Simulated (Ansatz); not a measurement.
Two Ansatz runs on TlBr

The cell is COD entry 9008793, as deposited and not checked against the literature; nothing was relaxed. It is an old determination, and later ones may differ.

First run: DFT, PBE, all-electron LAPW, Dirac equation with spin-orbit coupling (Ansatz 0.2.0).

Command: `ansatz run input.yaml --threads 1 --pin off --max-ram 2048MiB --backend cpu --events-out ev --progress --plain --runs-dir out` The run took 120 s on 1 thread of Arm Neoverse V2 (shared host), peak memory 0.51 GiB.

```yaml
crystal:
  lattice:
    - [3.97, 0.0, 0.0]
    - [0.0, 3.97, 0.0]
    - [0.0, 0.0, 3.97]
  atoms:
    - { symbol: Tl, position: [0.0, 0.0, 0.0] }
    - { symbol: Br, position: [0.5, 0.5, 0.5] }
kpoints:
  mp_grid: { grid: [8, 8, 8] }
  band_path:
    path:
      - [0.0, 0.0, 0.0]
      - [0.0, 0.5, 0.0]
      - [0.5, 0.5, 0.0]
      - [0.0, 0.0, 0.0]
      - [0.5, 0.5, 0.5]
      - [0.0, 0.5, 0.0]
      - [0.5, 0.5, 0.5]
      - [0.5, 0.5, 0.0]
    npoints: 5
scf:
  occupations: { method: fermi_dirac, width: 0.03 }
hamiltonian:
  xc: pbe
  pseudopotentials: { kind: all_electron, lapw: { basis_error: 0.001 } }
output:
  forces: true
  stress: true
  eigenvalues: true
magnetization:
  noncollinear: true
  spin_orbit: true
```

Result: converged; pressure 1.24 GPa; gap on the k mesh 1.21 eV; 9 SCF iterations.

The input is then changed:

```diff
@@ -21,7 +21,7 @@
     npoints: 5
 scf:
-  occupations: { method: fermi_dirac, width: 0.03 }
+  occupations: { method: tetrahedron }
 hamiltonian:
-  xc: pbe
+  xc: lda
   pseudopotentials: { kind: all_electron, lapw: { basis_error: 0.001 } }
 output:
```

Predict the outcome of the changed run.

It converged; pressure -2.79 GPa; gap on the k mesh 1.05 eV; 9 SCF iterations.

The results part of its log:

```
SCF 1 converged in 9 iterations: F = -622488.872570 eV  dr2 = 7.68e-9
NSCF: frozen V_eff on 36 k-points
SCF converged after 9 iterations
Stability not checked: this state was not tested for a lower state beside it, because cold or Methfessel-Paxton smearing, or corrected tetrahedra, fill the levels in a way that the test cannot read (fill_not_monotonic; see scf.lower_state_search)
Magnetization: |M| = 0.0000 μB,  M = (+0.0000, +0.0000, +0.0000) μB
Absolute magnetization: 0.0000 μB (∫|m|)
  site 0: m = (+0.0000, +0.0000, +0.0000) μB, |m| = 0.0000 μB  (R = 1.84 Å)
  site 1: m = (+0.0000, +0.0000, +0.0000) μB, |m| = 0.0000 μB  (R = 1.59 Å)
Free energy (F): -622488.872570 eV
Harris-Foulkes:  -622488.872570 eV  (|F-HF|=9.78e-9)
Internal energy: -622488.872570 eV  (E = F + TS)
E sigma→0 (E₀):  -622488.872570 eV
Fermi energy:    8.322619 eV
--- Per-component energies (eV) ---
  E_band       = -3894.624580
  E_kinetic    = 711090.581325
  E_xc         = -12511.341977
  E_electrostatic = -1321068.111918  (all electrons and nuclei)
  E_smearing   = -0.000000  (= −TS)
  E_closure    = 0.000000  (closes the sum)
  Σ components = -622488.872570   (vs F -622488.872570, Δ=0.00e0)
  Basis errors (estimates in eV, not in F): energy 2.5e-4 per atom: plane waves 2.4e-4 (1.2e-4 summed), levels above the bands 0.0e0, relativity 4.7e-9, radial functions 1.3e-5, core shells 4.7e-10; eigenvalues (radial functions only) 2.2e-4; not estimated: angular momenta, meshes, grids; target (lapw.basis_error) 1.0e-3; muffin-tin radii Br 1.594 Å, Tl 1.844 Å
--- Forces (eV/Å), atoms counted from 1 ---
  atom   1  Tl     0.00000000     0.00000000    -0.00000000
  atom   2  Br    -0.00000000    -0.00000000     0.00000000
  max |Σ_I F_I| component: 7.32e-26 eV/Å
--- Stress (GPa, compression-positive) ---
       -2.786033       0.000000      -0.000000
        0.000000      -2.786033       0.000000
       -0.000000       0.000000      -2.786033
  P = ⅓ Tr σ = -2.7860 GPa (-27.860 kbar)
--- Band table (eV; the first three rows and the last of 35) ---
  k-point 0: bands = ["-221.5006", "-221.5006", "-162.1789", "-162.1789", "-155.3354", "-155.3354", "-155.3354", "-155.3354", "-116.7645", "-116.7645", "-102.5536", "-102.5536", "-102.5536", "-102.5536", "-102.5521", "-102.5521", "-97.9507", "-97.9507", "-97.9498", "-97.9498", "-97.9498", "-97.9498", "-97.9484", "-97.9484", "-77.1462", "-77.1462", "-56.7057", "-56.7057", "-56.7057", "-56.7057", "-52.0331", "-52.0331", "-52.0331", "-52.0331", "-50.9466", "-50.9466", "-50.9464", "-50.9464", "-50.9464", "-50.9464", "-5.5522", "-5.5522", "-2.9343", "-2.9343", "-2.9343", "-2.9343", "-0.7703", "-0.7703", "-0.7703", "-0.7703", "-0.6468", "-0.6468", "3.5132", "3.5132", "6.5511", "6.5511", "7.1263", "7.1263", "7.1263", "7.1263", "13.8424", "13.8424", "15.1591", "15.1591", "15.1591", "15.1591", "16.0092", "16.0092", "16.0092", "16.0092", "19.3564", "19.3564"]
  k-point 1: bands = ["-221.5006", "-221.5006", "-162.1789", "-162.1789", "-155.3354", "-155.3354", "-155.3354", "-155.3354", "-116.7645", "-116.7645", "-102.5536", "-102.5536", "-102.5536", "-102.5536", "-102.5521", "-102.5521", "-97.9507", "-97.9507", "-97.9498", "-97.9498", "-97.9498", "-97.9498", "-97.9484", "-97.9484", "-77.1462", "-77.1462", "-56.7057", "-56.7057", "-56.7057", "-56.7057", "-52.0331", "-52.0331", "-52.0331", "-52.0331", "-50.9466", "-50.9466", "-50.9464", "-50.9464", "-50.9464", "-50.9464", "-5.5186", "-5.5186", "-2.9348", "-2.9348", "-2.9308", "-2.9308", "-0.7706", "-0.7706", "-0.7624", "-0.7624", "-0.6541", "-0.6541", "3.3787", "3.3787", "6.6347", "6.6347", "7.1948", "7.1948", "7.1964", "7.1964", "13.2614", "13.2614", "14.8252", "14.8252", "15.2559", "15.2559", "15.7591", "15.7591", "16.3403", "16.3403", "20.2436", "20.2436"]
  k-point 2: bands = ["-221.5006", "-221.5006", "-162.1789", "-162.1789", "-155.3354", "-155.3354", "-155.3354", "-155.3354", "-116.7645", "-116.7645", "-102.5536", "-102.5536", "-102.5536", "-102.5536", "-102.5521", "-102.5521", "-97.9507", "-97.9507", "-97.9498", "-97.9498", "-97.9498", "-97.9498", "-97.9484", "-97.9484", "-77.1462", "-77.1462", "-56.7059", "-56.7059", "-56.7056", "-56.7056", "-52.0331", "-52.0331", "-52.0331", "-52.0331", "-50.9466", "-50.9466", "-50.9464", "-50.9464", "-50.9464", "-50.9464", "-5.4348", "-5.4348", "-2.9362", "-2.9362", "-2.9232", "-2.9232", "-0.7727", "-0.7727", "-0.7439", "-0.7439", "-0.6703", "-0.6703", "3.0614", "3.0614", "6.8643", "6.8643", "7.3746", "7.3746", "7.4357", "7.4357", "11.9143", "11.9143", "14.1078", "14.1078", "15.1711", "15.1711", "15.5333", "15.5333", "17.7343", "17.7343", "20.2035", "20.2035"]
  k-point 34: bands = ["-221.5006", "-221.5006", "-162.1789", "-162.1789", "-155.3354", "-155.3354", "-155.3354", "-155.3354", "-116.7645", "-116.7645", "-102.5536", "-102.5536", "-102.5536", "-102.5536", "-102.5521", "-102.5521", "-97.9507", "-97.9507", "-97.9498", "-97.9498", "-97.9498", "-97.9498", "-97.9484", "-97.9484", "-77.1463", "-77.1463", "-56.7062", "-56.7062", "-56.7062", "-56.7062", "-52.0331", "-52.0331", "-52.0331", "-52.0331", "-50.9466", "-50.9466", "-50.9463", "-50.9463", "-50.9463", "-50.9463", "-5.0013", "-5.0013", "-2.9199", "-2.9199", "-2.9199", "-2.9199", "-0.8304", "-0.8304", "-0.6704", "-0.6704", "-0.6704", "-0.6704", "5.4730", "5.4730", "6.0776", "6.0776", "6.4517", "6.4517", "6.4517", "6.4517", "9.3739", "9.3739", "10.5705", "10.5705", "10.5705", "10.5705", "20.7928", "20.7928", "21.0266", "21.0266", "21.0266", "21.0266"]
```
